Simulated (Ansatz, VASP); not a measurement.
# Cross-check of GaAs between VASP and Ansatz

One calculation is typed for both programs; each brings its own data sets and cutoff. How far apart do they land? The cell is generated by rule, not measured, and may not be a known phase. The cell is taken from a series of VASP runs on this material, whose earlier steps may have relaxed, scaled or displaced it; both programs get it as it stands.

Program: Ansatz 0.2.0. Level of theory: plane waves, with VASP 6.6.1 beside it; single point at LDA. Results are calculated unless marked as measured.

## Step 1: Set-up

It takes space group R3m (No. 160, trigonal). The conventional cell has a = 3.887 Å, b = 3.887 Å, c = 9.809 Å, α = 90.00°, β = 90.00°, γ = 120.00°. Nearest to Ga lie 4 As at 2.40 to 2.42 Å. As has 4 Ga at 2.40 to 2.42 Å nearest. Farther neighbours are not listed.

## Step 2: Ansatz: single point, LDA

Ansatz runs on its default PAW (the set named soft_2) files.

A single point gives forces, pressure and levels at one fixed geometry, so differences don't come from the geometry; what else differs is listed under the comparison.

The input, input.yaml:

```yaml
crystal:
  lattice:
    - [0.055379578, 2.803799783, 2.803799783]
    - [2.803799783, 0.055379578, 2.803799783]
    - [2.803799783, 2.803799783, 0.055379578]
  atoms:
    - { symbol: Ga, position: [0.0014514895, 0.0014514895, 0.0014514895] }
    - { symbol: As, position: [0.2485485105, 0.2485485105, 0.2485485105] }
hamiltonian:
  xc: lda
  pseudopotentials: { kind: paw }
kpoints:
  mp_grid: { grid: [7, 7, 7] }
scf:
  occupations: { method: gaussian, width: 0.02 }
  n_extra_bands: 4
output:
  forces: true
  stress: true
  eigenvalues: true
```

On the command line:

```sh
$ ansatz run input.yaml --threads 2 --pin off --max-ram 4608MiB --backend cpu --events-out ev --progress --plain --runs-dir out
```

Numbers of over 12 decimals in the logs are rounded to 6 here.

What it wrote:

```text
scf.n_extra_bands = 4 over 14 filled bands (N_el = 28.0): the run solves 18 bands
Engine: ansatz 0.2.0, aarch64-unknown-linux-gnu
Pseudopotentials: kind: paw
Pseudopotential: Ga, paw, valence charge 13, recommended cutoff 420 eV (normal), Ga.paw.azcp
Pseudopotential: As, paw, valence charge 15, recommended cutoff 420 eV (normal), As.paw.azcp
Functional definition: SPW92
  exchange = slater_x
  correlation = pw_c
Crystal: 2 atoms, lattice volume = 42.777 Å³
Basis set: ecut = 420 eV, 875 PW (Γ)
Bands: 18, of which v1, the nominal top of the filled ones, is band 14 counted from 1 (13 counted from 0)
Symmetry: 6 space group operations
Space group: R3m (ITA 160), of the structure as read, at distance tolerance 3.5e-5 Å
k-points: 44 of 343 (time reversal used)
Non-local potential: Ga, projectors of the file, l = 0: 2, l = 1: 2, l = 2: 3, l = 3: 1
Non-local potential: As, projectors of the file, l = 0: 2, l = 1: 2, l = 2: 3, l = 3: 1
PAW form: soft (Blöchl's): semilocal exchange-correlation on the pseudo side does not see the compensation charge
PAW frozen core: Ga, regenerated for the run's functional, and the local potential with it (the file was generated under x = pbe(κ = 0.804, μ = 0.219515), c = pbe(β = 0.066725))
PAW frozen core: As, regenerated for the run's functional, and the local potential with it (the file was generated under x = pbe(κ = 0.804, μ = 0.219515), c = pbe(β = 0.066725))
PAW one-centre angular grid: Ga, 590 points (default); XC on 64 Gauss nodes
PAW one-centre angular grid: As, 590 points (default); XC on 64 Gauss nodes
Initial density: superposition of atomic densities (neutral atoms: chi_scale 0, normalization atom), corrected by the library's trained network
Initial wavefunctions: pseudopotential atomic-orbital guess
Functional: x = slater, c = lda
SCF iter   1: F=—  HF=-8481.270897 eV  |F-HF|=—  |Δ(HF+E_count)|=         —  Δρ=4.92e-3  dr2=5.92e-3  ethr=1.77e-3  ⟨swp⟩=6.0  Hψ=3746  notcnv=0
preconditioner: auto → none  [insulator: Δε(μ)=0.550 eV  Ē_g=15.728 eV  σ=0.020 eV  W_gap=1.00  n_scr=14 (ndim 8)  ℏωp=24.1 eV  f_vac=0.072  D(μ)=0.00/eV (n_scr^D=0)  ε∞_Penn≈3.3]
SCF iter   2: F=—  HF=-8481.268430 eV  |F-HF|=—  |Δ(HF+E_count)|=   2.47e-3  Δρ=2.40e-3  dr2=8.70e-4  ethr=2.12e-5  ⟨swp⟩=3.0  Hψ=1924  notcnv=0
SCF iter   3: F=—  HF=-8481.268373 eV  |F-HF|=—  |Δ(HF+E_count)|=   5.75e-5  Δρ=6.02e-4  dr2=1.37e-4  ethr=3.11e-6  ⟨swp⟩=2.0  Hψ=1326  notcnv=0
SCF iter   4: F=—  HF=-8481.268314 eV  |F-HF|=—  |Δ(HF+E_count)|=   5.82e-5  Δρ=2.38e-4  dr2=1.12e-5  ethr=4.91e-7  ⟨swp⟩=2.0  Hψ=1188  notcnv=0
SCF iter   5: F=—  HF=-8481.268313 eV  |F-HF|=—  |Δ(HF+E_count)|=   1.46e-6  Δρ=1.53e-5  dr2=1.27e-7  ethr=4.00e-8  ⟨swp⟩=2.1  Hψ=1112  notcnv=0
SCF iter   6: F=-8481.268313 eV  HF=-8481.268313 eV  |F-HF|=2.20e-9  |Δ(HF+E_count)|=   6.88e-9  Δρ=3.83e-6  dr2=3.34e-9  ethr=3.57e-10  ⟨swp⟩=5.0  Hψ=3495  notcnv=0
SCF 1 converged in 6 iterations: F = -8481.268313 eV  dr2 = 3.34e-9
  greatest PAW one-centre occupation: 0.999 electrons in one spin orbital (limit 2), on the As atom at site 1 (counted from 0), in its partial waves of l = 2
SCF converged after 6 iterations
Free energy (F): -8481.268313 eV
Harris-Foulkes:  -8481.268313 eV  (|F-HF|=2.20e-9)
Internal energy: -8481.268313 eV  (E = F + TS)
E sigma→0 (E₀):  -8481.268313 eV
Fermi energy:    9.015209 eV
--- Per-component energies (eV) ---
  E_band       = -305.541282
  E_kinetic    = 221.783758
  E_local      = -3846.659244  (includes V_loc(G=0)·N_el)
  E_nonlocal   = -238.530359
  E_hartree    = 1942.203973
  E_xc         = -148.752546
  E_vxc        = -139.465714  (∫ρ·V_xc dr)
  E_paw        = -3666.613047  (= ΣΔE_a)
  E_vpaw       = -187.080804  (= ΣTr[D̂ρ^β])
  E_aug_tail   = -0.000128  (compensation charges beyond the density's cutoff)
  E_ewald      = -2748.504431
  E_core_change = 3.803710  (= ΣΔE_core)
  E_smearing   = -0.000000  (= −TS)
  E_closure    = 0.000000  (closes the sum)
  Σ components = -8481.268313   (vs F -8481.268313, Δ=0.00e0)
--- Forces (eV/Å), atoms counted from 1 ---
  atom   1  Ga    -0.00334791    -0.00334791    -0.00334791
  atom   2  As     0.00334949     0.00334949     0.00334949
  max |Σ_I F_I| component: 1.58e-6 eV/Å
--- Stress (GPa, compression-positive) ---
        2.173230      -1.226615      -1.226615
       -1.226615       2.173230      -1.226615
       -1.226615      -1.226615       2.173230
  P = ⅓ Tr σ = 2.1732 GPa (21.732 kbar)
--- Band table (eV; the first three rows and the last of 44) ---
  k-point 0: bands = [... 10 lower, -4.5502, 8.4497, 8.7287, 8.7287, 9.3012, 12.1596, 12.4497, 12.4497]
  k-point 1: bands = [... 10 lower, -4.2887, 6.3476, 8.1656, 8.3860, 10.2762, 12.6353, 12.9067, 13.1676]
  k-point 2: bands = [... 10 lower, -3.5768, 3.7792, 7.6418, 7.8229, 9.9094, 13.1947, 13.3594, 15.3306]
  k-point 43: bands = [... 10 lower, -2.5740, 1.7254, 6.0424, 7.2694, 11.1555, 13.2131, 14.1441, 16.7685]
```

Elapsed: 3.2 s, on 2 threads of Arm Neoverse N1, shared host; peak memory 0.33 GiB; 6 s of CPU time.

The run ends at a pressure of 2.17 GPa, with forces up to 0.0058 eV/Å.

## Step 3: VASP: single point, LDA

The same cell, functional (in two slightly different forms), mesh and smearing now go to VASP, with its own data sets and cutoff.

Lines of VASP's logs that name or quote its potential files are left out, and so is its time.

The input, INCAR:

```
SYSTEM = GaAs
PREC = Accurate
ENCUT = 450
EDIFF = 1E-06
NELM = 100
ISMEAR = 0
SIGMA = 0.02
LREAL = .FALSE.
ALGO = Normal
GGA = CA
NBANDS = 14
LWAVE = .FALSE.
LCHARG = .FALSE.
KPAR = 4
```

The input, POSCAR:

```
GaAs
1.0
    0.0553795780      2.8037997830      2.8037997830
    2.8037997830      0.0553795780      2.8037997830
    2.8037997830      2.8037997830      0.0553795780
Ga As
1 1
Direct
    0.0014514895      0.0014514895      0.0014514895
    0.2485485105      0.2485485105      0.2485485105
```

The input, KPOINTS:

```
Automatic mesh
0
Gamma
7 7 7
0 0 0
```

The input, KPOINTS_OPT:

```
Line mode
6
Line-mode
Reciprocal
  0.00000000   0.00000000   0.00000000
  0.02601803   0.02601803   0.02601803

  0.00000000   0.00000000   0.00000000
 -0.01546530   0.01546530   0.00000000

  0.31000000   0.31000000   0.00000000
  0.50000000   0.50000000   0.00000000

  0.00000000   0.31000000   0.31000000
  0.00000000   0.50000000   0.50000000

  0.45000000   0.45000000   0.45000000
  0.50000000   0.50000000   0.50000000

  0.45000000   0.00000000   0.00000000
  0.50000000   0.00000000   0.00000000

  0.42500000   0.42500000   0.00000000
  0.42544070   0.44731193   0.02231193

  0.50000000   0.50000000   0.50000000
  0.48453470   0.51546530   0.50000000
```

The projector-augmented-wave data sets are Ga_d and As (LDA family, release 64).

On the command line:

```sh
$ mpirun -np 4 vasp_std
```

What it wrote:

```text
[banner, memory and clock lines left out]
running    4 mpi-ranks, on    1 nodes
 distrk:  each k-point on    1 cores,    4 groups
 distr:  one band on    1 cores,    1 groups

 POSCAR found type information on POSCAR GaAs
 POSCAR found :  2 types and       2 ions
 LDA part: xc-table for (Slater(with rela. corr.)+CA(PZ))
 , standard interpolation
 POSCAR, INCAR and KPOINTS ok, starting setup
 FFT: planning ... GRIDC
 FFT: planning ... GRID_SOFT
 FFT: planning ... GRID
 WAVECAR not read
 entering main loop
       N       E                     dE             d eps       ncg     rms          rms(c)
DAV:   1     0.750013200209E+02    0.75001E+02   -0.84685E+03  1270   0.165E+03
DAV:   2    -0.401692717551E+01   -0.79018E+02   -0.76145E+02  1388   0.303E+02
DAV:   3    -0.977356377235E+01   -0.57566E+01   -0.57336E+01  1520   0.695E+01
DAV:   4    -0.985819366248E+01   -0.84630E-01   -0.84612E-01  1482   0.931E+00
DAV:   5    -0.985965077764E+01   -0.14571E-02   -0.14571E-02  1534   0.106E+00    0.318E+00
DAV:   6    -0.965949558083E+01    0.20016E+00   -0.24873E-01  1894   0.983E+00    0.187E+00
DAV:   7    -0.961297566701E+01    0.46520E-01   -0.76738E-02  1724   0.230E+00    0.529E-01
DAV:   8    -0.960990124299E+01    0.30744E-02   -0.10143E-02  1472   0.124E+00    0.121E-01
DAV:   9    -0.960985712026E+01    0.44123E-04   -0.79477E-04  1534   0.357E-01    0.429E-02
DAV:  10    -0.960986018823E+01   -0.30680E-05   -0.45703E-05  1842   0.826E-02    0.225E-02
DAV:  11    -0.960986484638E+01   -0.46581E-05   -0.71509E-06  1460   0.422E-02    0.276E-03
DAV:  12    -0.960986472575E+01    0.12063E-06   -0.48975E-07   886   0.105E-02
   1 F= -.96098647E+01 E0= -.96098647E+01  d E =-.702142E-19
 Start KPOINTS_OPT (optional k-point list driver)
k-point batch [1-44\48]
       N       E                     dE             ncg
DAV:   1    -0.990632660652E+03   -0.18829E+05     1246
DAV:   2    -0.458777922249E+04   -0.35971E+04     1316
DAV:   3    -0.487457317714E+04   -0.28679E+03     1544
DAV:   4    -0.487983555891E+04   -0.52624E+01     1398
DAV:   5    -0.487991975470E+04   -0.84196E-01     1562
DAV:   6    -0.487992262356E+04   -0.28689E-02     1690
DAV:   7    -0.487992265556E+04   -0.31997E-04     1518
DAV:   8    -0.487992265701E+04   -0.14463E-05     1040
DAV:   9    -0.487992265717E+04   -0.16571E-06      996
k-point batch [45-48\48]
       N       E                     dE             ncg
DAV:   1     0.169157300712E+05   -0.23229E+04      112
DAV:   2     0.165825546960E+05   -0.33318E+03      112
DAV:   3     0.165541524762E+05   -0.28402E+02      160
DAV:   4     0.165537692831E+05   -0.38319E+00      142
DAV:   5     0.165537639267E+05   -0.53564E-02      136
DAV:   6     0.165537637135E+05   -0.21321E-03      172
DAV:   7     0.165537637123E+05   -0.12876E-05      128
DAV:   8     0.165537637122E+05   -0.39367E-07      116
```

Parts of OUTCAR (step 3):

```text
ion  position               nearest neighbor table
   1  0.001  0.001  0.001-   2 2.40   2 2.40   2 2.40   2 2.42
   2  0.249  0.249  0.249-   1 2.40   1 2.40   1 2.40   1 2.42

  LATTYP: Found a trigonal (rhomboedric) cell.
 ALAT       =     3.9655583899
 COS(alpha) =     0.5196502519

 Subroutine GETGRP returns: Found  6 space group operations
 (whereof  6 operations were pure point group operations)

The static configuration has the point symmetry C_3v.

 Found     44 irreducible k-points:

   k-points           NKPTS =     44   k-points in BZ     NKDIM =     44   number of bands    NBANDS=     14

   dimension x,y,z NGX =    28 NGY =   28 NGZ =   28
   dimension x,y,z NGXF=    56 NGYF=   56 NGZF=   56

   ENCUT  =  450.0 eV  33.07 Ry    5.75 a.u.   6.86  6.86  6.86*2*pi/ulx,y,z

   NELECT =      18.0000    total number of electrons

 k-points in reciprocal lattice and weights: Automatic mesh
   0.00000000  0.00000000  0.00000000       0.003
   0.14285714  0.00000000 -0.00000000       0.017
   0.28571429  0.00000000  0.00000000       0.017
   0.42857143 -0.00000000 -0.00000000       0.017
   0.14285714  0.14285714  0.00000000       0.017
   0.28571429  0.14285714 -0.00000000       0.035
   0.42857143  0.14285714  0.00000000       0.035
  -0.42857143  0.14285714 -0.00000000       0.035
  -0.28571429  0.14285714  0.00000000       0.035
[...]
0.42857143  0.42857143  0.42857143       0.006
  -0.42857143  0.42857143  0.42857143       0.017

 average (electrostatic) potential at core
       1 -67.0706       2 -53.2920

 E-fermi :   4.5523

 k-point     1 :       0.0000    0.0000    0.0000
  band No.  band energies     occupation
    ...
      5     -10.6093      2.00000
      6      -8.8272      2.00000
      7       4.1549      2.00000
      8       4.4349      2.00000
      9       4.4349      2.00000
     10       5.0559      0.00000
     11       7.8510      0.00000
     12       8.1397      0.00000
     13       8.1397      0.00000
     14      11.8755      0.00000

 k-point     2 :       0.1429    0.0000   -0.0000
  band No.  band energies     occupation
    ...
      5     -10.6093      2.00000
      6      -8.5659      2.00000
      7       2.0651      2.00000
      8       3.8692      2.00000
      9       4.0906      2.00000
     10       6.0048      0.00000
     11       8.3272      0.00000
     12       8.5978      0.00000
     13       8.8741      0.00000
     14      13.0876      0.00000

 k-point     3 :       0.2857    0.0000    0.0000
  band No.  band energies     occupation
    ...
      5     -10.6071      2.00000
      6      -7.8526      2.00000
      7      -0.5102      2.00000
      8       3.3441      2.00000
      9       3.5260      2.00000
     10       5.6315      0.00000
     11       8.8857      0.00000
     12       9.0500      0.00000
     13      11.0444      0.00000
     14      13.0234      0.00000

  Total        0.6554281      0.6554281      0.6554281     -0.3290066     -0.3290066     -0.3290066
  in kB       24.5484705     24.5484705     24.5484705    -12.3226475    -12.3226475    -12.3226475
  external PRESSURE =      24.5484705 kB  Pullay stress =       0.0000000 kB

  energy-cutoff  :      450.00
  volume of cell :       42.78
      direct lattice vectors                 reciprocal lattice vectors
     0.055379578  2.803799783  2.803799783    -0.183701755  0.180143627  0.180143627
     2.803799783  0.055379578  2.803799783     0.180143627 -0.183701755  0.180143627
     2.803799783  2.803799783  0.055379578     0.180143627  0.180143627 -0.183701755

 POSITION                                       TOTAL-FORCE (eV/Angst)
 -----------------------------------------------------------------------------------
      0.00822      0.00822      0.00822        -0.001022     -0.001022     -0.001022
      1.40753      1.40753      1.40753         0.001022      0.001022      0.001022
 -----------------------------------------------------------------------------------
    total drift:                                0.000171      0.000171      0.000170

  FREE ENERGIE OF THE ION-ELECTRON SYSTEM (eV)
  ---------------------------------------------------
  free  energy   TOTEN  =        -9.6098647257 eV

  energy  without entropy=       -9.6098647257  energy(sigma->0) =       -9.60986473

[... 3 further parts left out ...]
```

The run ends at a pressure of 2.45 GPa, with forces up to 0.0018 eV/Å.

## Step 4: Side by side

Known differences besides the potentials themselves: the two LDA forms differ slightly; the data sets hold 28 valence electrons in Ansatz (default PAW (the set named soft_2) files) and 18 in VASP; the cutoff is 420 eV in Ansatz and 450 eV in VASP; VASP's log shows a relativistic correction to its local exchange, Ansatz's none. Total energies have different zeros and are not compared.

Compared:

| quantity | Ansatz | VASP | difference |
| --- | --- | --- | --- |
| pressure (GPa) | 2.17 | 2.45 | -0.28 |
| gap on the k mesh (eV) | 0.573 | 0.621 | -0.048 |

At this near-relaxed geometry the largest component of a force difference is 2 meV/Å. A gap on the mesh is an upper bound, since the band edges may lie between its points.

## Step 5: Other set-ups

Further runs change the set-up of one program: Ansatz's method, potentials or start, or VASP's data sets, cutoff or form of LDA. The table gives Ansatz less VASP for each quantity, since a change that brings one quantity closer may part another.

| run | r.m.s. force difference (meV/Å) | pressure (GPa) | gap on the k mesh (eV) |
| --- | --- | --- | --- |
| as above | 2.3 | -0.28 | -0.048 |
| Ansatz's all-electron LAPW method | 2.2 | -0.25 | -0.050 |

## Step 6: Results

```
difference in gap on the k mesh (single point, LDA) : -0.048 eV
```

In words: The difference in gap on the k mesh is -0.048 eV (single point, LDA), within the 0.08 eV picked in this series as the mark of a large difference. For single point, LDA, no further run moves any of the tabulated differences by more than a quarter of its size. 1 further run of this series is not shown here. How closely two codes agree says nothing of how well the functional describes the real material.

[Lines on the potential files, build, host, timing and source positions are cut from VASP's logs without a mark.]

[Logs are printed without paths, hosts, clocks, repeated set-up lines and the standing remarks that a program may print on its own settings, such as how far it seeks lower states.]

[Hosts, paths, dates, database ids (printed as entryN), source tags and the programs' standing remarks are cut or masked in the printed files.]
